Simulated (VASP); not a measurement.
# Si (I4/mmm) in VASP: further runs

Runs on Si. Level: PBE. Tasks: single point.

Everything below comes from runs of VASP 6.6.1. Logs are shortened: lines on timing, memory, paths and dates and some standing lists are left out, and cuts for length are marked.

**1. The crystal as given**

It takes space group I4/mmm (No. 139, tetragonal). Conventional cell: a = 6.259 Å, b = 6.259 Å, c = 4.342 Å, α = 90.00°, β = 90.00°, γ = 90.00°. Around Si (site symmetry m2m) lie 4 Si at 2.24 to 2.51 Å.

This isn't the form of Si at room conditions, which is diamond.

**2. Single point, PBE**

File INCAR:

```
  ALGO = Fast
  EDIFF = 1E-7
  ENCUT = 520
  GGA = PE
  ISIF = 2
  ISMEAR = 0
  LASPH = T
  LCHARG = T
  LELF = T
  LREAL = F
  LVHAR = T
  LWAVE = F
  NBANDS = 16
  NELM = 100
  PREC = Accurate
  SIGMA = 0.03
```

File KPOINTS:

```
k-points
0
Gamma
  12 12 12
```

File POSCAR:

```
Si
1.0
   -3.1293628889      3.1293628889      2.1708410010
    3.1293628889     -3.1293628889      2.1708410010
    3.1293628889      3.1293628889     -2.1708410010
Si
4
Direct
    0.1788010600      0.1788010600      0.3576021200
    0.8211989400      0.8211989400      0.6423978800
    0.1788010600      0.8211989400      0.0000000000
    0.8211989400      0.1788010600      0.0000000000
```

Potentials or basis: VASP PAW PBE potentials, release 64 (Si).

On the command line:

```sh
$ cat potpaw_PBE.64/Si/POTCAR > POTCAR
$ mpirun -np 1 vasp_std > vasp.out
```

OUTCAR:

```text
EDIFF = 1E-7
   ENCUT = 520
   GGA = PE
   ISIF = 2
   ISMEAR = 0
   LASPH = T
   LREAL = F
   NELM = 100
   PREC = Accurate

 ion  position               nearest neighbor table
   1  0.179  0.179  0.358-   3 2.24   4 2.24   2 2.51   2 2.51
   2  0.821  0.821  0.642-   3 2.24   4 2.24   1 2.51   1 2.51
   3  0.179  0.821  0.000-   1 2.24   2 2.24   4 2.51   4 2.51
   4  0.821  0.179  0.000-   1 2.24   2 2.24   3 2.51   3 2.51

  LATTYP: Found a body centered tetragonal cell.
 ALAT       =     6.2587257778
 C/A-ratio  =     0.6937006279

  Lattice vectors:

 A1 = (  -3.1293628889,   3.1293628889,   2.1708410010)
 A2 = (   3.1293628889,  -3.1293628889,   2.1708410010)
 A3 = (   3.1293628889,   3.1293628889,  -2.1708410010)

Analysis of symmetry for initial positions (statically):
=====================================================================
 Subroutine PRICEL returns:
 Original cell was already a primitive cell.

 Routine SETGRP: Setting up the symmetry group for a
 body centered tetragonal supercell.

 Subroutine GETGRP returns: Found 16 space group operations
 (whereof 16 operations were pure point group operations)
 out of a pool of 16 trial point group operations.

The static configuration has the point symmetry D_4h.

Analysis of symmetry for dynamics (positions and initial velocities):
=====================================================================
 Subroutine PRICEL returns:
 Original cell was already a primitive cell.

 Routine SETGRP: Setting up the symmetry group for a
 body centered tetragonal supercell.

 Subroutine GETGRP returns: Found 16 space group operations
 (whereof 16 operations were pure point group operations)
 out of a pool of 16 trial point group operations.

The dynamic configuration has the point symmetry D_4h.

 Subroutine INISYM returns: Found 16 space group operations
 (whereof 16 operations are pure point group operations),
 and found     1 'primitive' translations

----------------------------------------------------------------------------------------

                                     Primitive cell

  volume of cell :      85.0354

  direct lattice vectors                    reciprocal lattice vectors
    -3.129362889  3.129362889  2.170841001     0.000000000  0.159776932  0.230325482
     3.129362889 -3.129362889  2.170841001     0.159776932  0.000000000  0.230325482
     3.129362889  3.129362889 -2.170841001     0.159776932  0.159776932  0.000000000

  length of vectors
     4.929338174  4.929338174  4.929338174     0.280318561  0.280318561  0.225958704

  position of ions in fractional coordinates (direct lattice)
     0.178801060  0.178801060  0.357602120
     0.821198940  0.821198940  0.642397880
     0.178801060  0.821198940  0.000000000
     0.821198940  0.178801060  0.000000000

  ion indices of the primitive-cell ions
   primitive index   ion index
                 1           1
                 2           2
                 3           3
                 4           4

----------------------------------------------------------------------------------------

 KPOINTS: k-points

Automatic generation of k-mesh.
 Grid dimensions read from file:
 generate k-points for:   12   12   12

 Generating k-lattice:

  Cartesian coordinates                     Fractional coordinates (reciprocal lattice)
     0.000000000  0.013314744  0.019193790     0.083333333  0.000000000  0.000000000
     0.013314744  0.000000000  0.019193790     0.000000000  0.083333333  0.000000000
     0.013314744  0.013314744  0.000000000     0.000000000  0.000000000  0.083333333

  Length of vectors
     0.023359880  0.023359880  0.018829892

  Shift w.r.t. Gamma in fractional coordinates (k-lattice)
     0.000000000  0.000000000  0.000000000

 Subroutine IBZKPT returns following result:
 ===========================================

 Found    163 irreducible k-points:

 Following reciprocal coordinates:
            Coordinates               Weight
  0.000000  0.000000  0.000000      1.000000
  0.083333 -0.000000  0.000000      8.000000
  0.166667 -0.000000  0.000000      8.000000
  0.250000 -0.000000  0.000000      8.000000
  0.333333 -0.000000  0.000000      8.000000
  0.416667 -0.000000  0.000000      8.000000
[... 16 lines left out ...]
  0.500000  0.166667  0.000000     16.000000
 -0.416667  0.166667 -0.000000     16.000000
 [... further k-points ...]
   k-points           NKPTS =    163   k-points in BZ     NKDIM =    163   number of bands    NBANDS=     16
   number of dos      NEDOS =    301   number of ions     NIONS =      4
   total plane-waves  NPLWV =  64000
   dimension x,y,z NGX =    40 NGY =   40 NGZ =   40
   dimension x,y,z NGXF=    80 NGYF=   80 NGZF=   80
   ions per type =               4
   NGX,Y,Z   is equivalent  to a cutoff of  13.49, 13.49, 13.49 a.u.
   NGXF,Y,Z  is equivalent  to a cutoff of  26.98, 26.98, 26.98 a.u.
 SYSTEM =  unknown system
   PREC   = accura    normal or accurate (medium, high low for compatibility)
   ISTART =      0    job   : 0-new  1-cont  2-samecut
   ICHARG =      2    charge: 1-file 2-atom 10-const
   ISPIN  =      1    spin polarized calculation?
   LNONCOLLINEAR =      F non collinear calculations
   LSORBIT =      F    spin-orbit coupling
   LASPH  =      T    aspherical Exc in radial PAW
   ENCUT  =  520.0 eV  38.22 Ry    6.18 a.u.   9.17  9.17  9.17*2*pi/ulx,y,z
   NELM   =    100;   NELMIN=  2; NELMDL= -5     # of ELM steps
   EDIFF  = 0.1E-06   stopping-criterion for ELM
   LREAL  =      F    real-space projection
   EDIFFG = 0.1E-05   stopping-criterion for IOM
   NSW    =      0    number of steps for IOM
   IBRION =     -1    ionic relax: 0-MD 1-quasi-New 2-CG
   NFREE  =      0    steps in history (QN), initial steepest desc. (CG)
   ISIF   =      2    stress and relaxation
   ISYM   =      2    0-nonsym 1-usesym 2-fastsym
   POTIM  = 0.5000    time-step for ionic-motion
   TEBEG  =    0.0;   TEEND  =   0.0 temperature during run
   PSTRESS=    0.0 pullay stress
   NELECT =      16.0000    total number of electrons
   NUPDOWN=      -1.0000    fix difference up-down
   EMIN   =  10.00;   EMAX   =-10.00  energy-range for DOS
   EFERMI =   0.00;   METHOD = LEGACY
   ISMEAR =     0;   SIGMA  =   0.03  broadening in eV -4-tet -1-fermi 0-gaus
   EFERMI_NEDOS =   21; number of points for ismear=-14 and -15
   IALGO  =     68    algorithm
   IMIX   =      4    mixing-type and parameters
     AMIX     =   0.40;   BMIX     =  1.00
     AMIX_MAG =   1.60;   BMIX_MAG =  1.00
  volume/ion in A,a.u.               =      21.26       143.46
  Fermi-wavevector in a.u.,A,eV,Ry     =   0.938098  1.772748 11.973506  0.880028
  Thomas-Fermi vector in A             =   2.065276
   LORBIT       =      0    0 simple, 1 ext, 2 COOP (PROOUT), +10 PAW based schemes
   GGA     = PE    functional components
   LHFCALC =     F    Hartree Fock is set to
   AEXX    =    0.0000 exact exchange contribution
   IVDW    =     0    specifies the selected vdW correction
   LEPSILON=     F    determine dielectric tensor
   LRPA    =     F    only Hartree local field effects (RPA)
 non-spin polarized calculation
 RMM-DIIS sequential band-by-band and
 Gauss-broadening in eV      SIGMA  =   0.03
  energy-cutoff  :      520.00
  volume of cell :       85.04
 maximum number of plane-waves:      2310
 NGX is ok and might be reduce to    40
   NGX = 19   NGY = 19   NGZ = 19

 number of electron      16.0000000 magnetization

 Free energy of the ion-electron system (eV)
  ---------------------------------------------------
  ext. energy  EPLUGINS =         0.00000000
  ---------------------------------------------------
  free energy    TOTEN  =       -20.31669129 eV

  energy without entropy =      -20.31636631  energy(sigma->0) =      -20.31652880

 E-fermi :   5.2088     XC(G=0):  -9.1170

 val. band max:        5.1965282060   @ k =   0.5000   0.5000   0.4167
 cond. band min:       5.2149552344   @ k =  -0.4167   0.4167   0.1667
 fundamental gap:      0.0184270284
 Fermi energy:         5.2088133134

 k-point     1 :       0.0000    0.0000    0.0000
  band No.  band energies     occupation
      1      -6.7624      2.00000
      2      -0.9751      2.00000
      3      -0.2331      2.00000
      4      -0.2331      2.00000
      5       1.4543      2.00000
      6       3.4439      2.00000
[... 8 lines left out ...]
     15       9.5705      0.00000
     16      12.4483      0.00000

 k-point     2 :       0.0833   -0.0000    0.0000
  band No.  band energies     occupation
      1      -6.7018      2.00000
      2      -1.1722      2.00000
      3      -0.4031      2.00000
      4      -0.0090      2.00000
      5       1.5234      2.00000
      6       3.1400      2.00000
[... 8 lines left out ...]
     15       9.6482      0.00000
     16      12.8013      0.00000

 k-point     3 :       0.1667   -0.0000    0.0000
  band No.  band energies     occupation
      1      -6.5238      2.00000
      2      -1.4746      2.00000
      3      -0.8401      2.00000
      4       0.2992      2.00000
      5       1.6382      2.00000
      6       2.5348      2.00000
[... 8 lines left out ...]
     15      10.4615      0.00000
     16      13.5583      0.00000

 k-point     4 :       0.2500   -0.0000    0.0000
  band No.  band energies     occupation
      1      -6.2418      2.00000
      2      -1.7197      2.00000
      3      -1.4360      2.00000
      4       0.3710      2.00000
      5       1.6324      2.00000
      6       2.0652      2.00000
[... 8 lines left out ...]
     15      11.7121      0.00000
     16      11.9753      0.00000
[... 324 lines left out ...]
 k-point    22 :       0.4167    0.1667    0.0000
  band No.  band energies     occupation
      1      -5.3334      2.00000
      2      -2.8922      2.00000
      3      -2.3148      2.00000
      4       0.0181      2.00000
      5       1.1611      2.00000
      6       2.6503      2.00000
[... 8 lines left out ...]
     15      11.6262      0.00000
     16      12.6021      0.00000

 k-point    23 :       0.5000    0.1667    0.0000
  band No.  band energies     occupation
      1      -5.5505      2.00000
      2      -2.9310      2.00000
      3      -2.0515      2.00000
      4       0.2796      2.00000
      5       1.2937      2.00000
      6       2.7656      2.00000
[... 8 lines left out ...]
     15      10.9245      0.00000
     16      12.3057      0.00000

 k-point    24 :      -0.4167    0.1667   -0.0000
  band No.  band energies     occupation
      1      -5.8901      2.00000
      2      -2.8757      2.00000
      3      -1.5344      2.00000
      4       0.5593      2.00000
      5       1.5908      2.00000
      6       2.7981      2.00000
[... 8 lines left out ...]
     15      11.5696      0.00000
     16      11.8174      0.00000

 [... further k-points ...]

------------------------ aborting loop because EDIFF is reached ----------------------------------------

  FORCE on cell =-STRESS in cart. coord.  units (eV):
  Direction    XX          YY          ZZ          XY          YZ          ZX
  --------------------------------------------------------------------------------------
  -------------------------------------------------------------------------------------
  Total        6.9696861      6.9696861     -8.2495635      0.0000000     -0.0000000      0.0000000
  in kB      131.3179036    131.3179036   -155.4324484      0.0000000     -0.0000000      0.0000000
  external PRESSURE =      35.7344529 kB  Pullay stress =       0.0000000 kB

 VOLUME and BASIS-vectors are now :
 -----------------------------------------------------------------------------
  energy-cutoff  :      520.00
  volume of cell :       85.04
      direct lattice vectors                 reciprocal lattice vectors
    -3.129362889  3.129362889  2.170841001     0.000000000  0.159776932  0.230325482
     3.129362889 -3.129362889  2.170841001     0.159776932  0.000000000  0.230325482
     3.129362889  3.129362889 -2.170841001     0.159776932  0.159776932  0.000000000

 POSITION                                       TOTAL-FORCE (eV/Angst)
 -----------------------------------------------------------------------------------
      1.11907      1.11907     -0.00000         1.714736      1.714736      0.000000
      2.01030      2.01030      2.17084        -1.714736     -1.714736     -0.000000
      2.01030     -2.01030      2.17084        -1.714736      1.714736     -0.000000
     -2.01030      2.01030      2.17084         1.714736     -1.714736     -0.000000
 -----------------------------------------------------------------------------------
    total drift:                               -0.000000     -0.000000      0.000000

  FREE ENERGIE OF THE ION-ELECTRON SYSTEM (eV)
  ---------------------------------------------------
  free  energy   TOTEN  =       -20.3166912875 eV

  energy  without entropy=      -20.3163663127  energy(sigma->0) =      -20.31652880
```

It took 3.5 min on 1 thread of AMD EPYC 9R45 (Zen 5), shared host; peak memory 0.3 GiB.

What came out:

```
Free energy            : -20.3167 eV
Pressure               : 3.6 GPa
Largest force          : 2.425 eV/Å
Band gap on the k mesh : none (metal or under the smearing width)
```

Forces in eV/Å, atoms in the order of the input:
```
Si   1.715  1.715  0.000
Si  -1.715 -1.715  0.000
Si  -1.715  1.715  0.000
Si   1.715 -1.715  0.000
```

Caveat: forces of over 1 eV/Å show positions far from the minimum, so gaps and moduli don't describe the material at rest.

[end of part 1 of 2]
